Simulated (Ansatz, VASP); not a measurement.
**PtS2 in VASP and in Ansatz**

The input INCAR:

```
SYSTEM = PtS2
  PREC = Accurate
  ENCUT = 520
  EDIFF = 1E-7
  ISMEAR = -1
  SIGMA = 0.05
  LREAL = .False.
  LASPH = .True.
  NELM = 80
  ALGO = Normal
  ISIF = 2
  LWAVE = .False.
  LCHARG = .False.
  LMAXMIX = 4
  METAGGA = R2SCAN
  LMIXTAU = .True.
```

The input KPOINTS:

```
regular mesh
0
Gamma
  9 9 5
  0 0 0
```

Contents of POSCAR:

```
PtS2
1.0
    3.5432000000      0.0000000000      0.0000000000
   -1.7716000000      3.0685012107      0.0000000000
    0.0000000000      0.0000000000      5.0388000000
Pt S
1 2
Direct
    0.0000000000      0.0000000000      0.0000000000
    0.6666666667      0.3333333333      0.7730000000
    0.3333333333      0.6666666667      0.2270000000
```

Contents of KPOINTS_OPT:

```
path GMKGALHA,LM,KH
20
line-mode
reciprocal
 0.0000000000  0.0000000000  0.0000000000  G
 0.5000000000  0.0000000000  0.0000000000  M

 0.5000000000  0.0000000000  0.0000000000  M
 0.3333333333  0.3333333333  0.0000000000  K

 0.3333333333  0.3333333333  0.0000000000  K
 0.0000000000  0.0000000000  0.0000000000  G

 0.0000000000  0.0000000000  0.0000000000  G
 0.0000000000  0.0000000000  0.5000000000  A

 0.0000000000  0.0000000000  0.5000000000  A
 0.5000000000  0.0000000000  0.5000000000  L

 0.5000000000  0.0000000000  0.5000000000  L
 0.3333333333  0.3333333333  0.5000000000  H

 0.3333333333  0.3333333333  0.5000000000  H
 0.0000000000  0.0000000000  0.5000000000  A

 0.5000000000  0.0000000000  0.5000000000  L
 0.5000000000  0.0000000000  0.0000000000  M

 0.3333333333  0.3333333333  0.0000000000  K
 0.3333333333  0.3333333333  0.5000000000  H
```

input.yaml

```yaml
crystal:
  lattice:
    - [3.5432, 0.0, 0.0]
    - [-1.7716, 3.0685012107, 0.0]
    - [0.0, 0.0, 5.0388]
  atoms:
    - { symbol: Pt, position: [0.0, 0.0, 0.0] }
    - { symbol: S, position: [0.6666666667, 0.3333333333, 0.773] }
    - { symbol: S, position: [0.3333333333, 0.6666666667, 0.227] }
hamiltonian:
  xc: r2scan
  pseudopotentials: { kind: paw }
kpoints:
  mp_grid: { grid: [9, 9, 5] }
  band_path:
    path:
      - [[0.0, 0.0, 0.0], [0.5, 0.0, 0.0], [0.3333333333, 0.3333333333, 0.0], [0.0, 0.0, 0.0], [0.0, 0.0, 0.5], [0.5, 0.0, 0.5], [0.3333333333, 0.3333333333, 0.5], [0.0, 0.0, 0.5]]
      - [[0.5, 0.0, 0.5], [0.5, 0.0, 0.0]]
      - [[0.3333333333, 0.3333333333, 0.0], [0.3333333333, 0.3333333333, 0.5]]
    npoints: 14
scf:
  occupations: { method: fermi_dirac, width: 0.05 }
  n_extra_bands: 7
output:
  forces: true
  stress: true
  eigenvalues: true
  fatbands: false
  write_density: true
  write_potential: true
  elf: true
  volumetric_format: npy
```

Alike in both runs: task band structure; functional r2SCAN; k mesh 9 × 9 × 5; occupations fermi-dirac, width 0.05 eV; no spin polarisation.

|  | VASP | Ansatz |
| --- | --- | --- |
| version | VASP 6.6.1 | Ansatz 0.2.0 |
| potentials or method | VASP PAW PBE potentials, release 64 (Pt, S) | Ansatz PAW |
| plane-wave cutoff (eV) | 520 | 500 |
| valence electrons in the cell | 22 | 30 |

VASP gave:

| Quantity | Value |
| --- | --- |
| gap on the k mesh at the Fermi level (eV) | 1.19 |
| least direct gap on the mesh (eV) | 1.25 |
| gap along the band path (eV) | 1.17 |
| pressure (GPa) | 9.2 |
| largest component of the traceless stress (GPa) | 0.13 |
| rms of the force components (eV/Å) | 0.571 |

Question: What did Ansatz give for the same quantities?

Answer: gap on the k mesh at the Fermi level (eV): 1.19; least direct gap on the mesh (eV): 1.26; gap along the band path (eV): 1.19; pressure (GPa): 9.3; largest component of the traceless stress (GPa): 0.16; rms of the force components (eV/Å): 0.573.

Atom by atom the forces differ by 0.002 eV/Å (rms over components). The functional is the same, so the differences come from potentials, cutoffs and numerics. The two sets of potentials don't hold the same shells in valence.

Caveats: spin-orbit coupling is left out, which moves the levels of the heavy elements; the PAW data sets were made with another functional, which shifts forces and pressure a little (VASP); the PAW data sets come from PBE, with cores solved anew for the run's functional, which leaves a small shift of forces and pressure (Ansatz); forces of over 1 eV/Å show positions far from the minimum, so gaps and moduli don't describe the material at rest (Ansatz). r2SCAN opens gaps a little over a GGA but as a rule still falls short of measured ones.
